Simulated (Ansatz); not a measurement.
# CdO (Monteponite): a relaxation

Aim: a sound relaxation of CdO (Monteponite). The structure is shown as the input types it.

Computed with Ansatz 0.2.0 (DFT, LDA, PAW with Ansatz's default frozen-core files, scalar-relativistic; relaxation of cell and atoms, unless a step's input says otherwise).

### 1 The structure to begin with

The structure is cubic, space group Fm-3m (No. 225). The conventional cell has a = 4.699 Å, b = 4.699 Å, c = 4.699 Å, α = 90.00°, β = 90.00°, γ = 90.00°. Around Cd (site symmetry m-3m) lie 6 O at 2.35 Å. O (site symmetry m-3m) is surrounded by 6 Cd at 2.35 Å.

Coordinates:

```
Cd O
1.0
     0.00000    2.34950    2.34950
     2.34950    0.00000    2.34950
     2.34950    2.34950    0.00000
Cd O
1 1
Direct
  0.00000 0.00000 0.00000
  0.50000 0.50000 0.50000
```

### 2 Running it

input.yaml

```yaml
crystal:
  lattice:
    - [0.0, 2.3495, 2.3495]
    - [2.3495, 0.0, 2.3495]
    - [2.3495, 2.3495, 0.0]
  atoms:
    - { symbol: Cd, position: [0.0, 0.0, 0.0] }
    - { symbol: O, position: [0.5, 0.5, 0.5] }
kpoints:
  mp_grid: { grid: [1, 1, 1] }
scf:
  occupations: { method: fermi_dirac, width: 0.1 }
  max_iter: 75
hamiltonian:
  xc: lda
  pseudopotentials: { kind: paw }
relax:
  f_tol: 0.002
  max_steps: 80
  cell: {}
output:
  forces: true
  stress: true
```

The run is started by

```console
$ ansatz run input.yaml --threads 1 --pin off --max-ram 3072MiB --backend cpu --events-out ev --progress --plain --runs-dir out
```

Q: Will this input give a usable result? If not, why, and what should change?

The run converged and reported no error. That alone doesn't make the input a sound one.

In the input, kpoints.mp_grid.grid is [1, 1, 1]. Band dispersion is ignored when only one k-point is used.

The test: set kpoints.mp_grid.grid to [12, 12, 12].
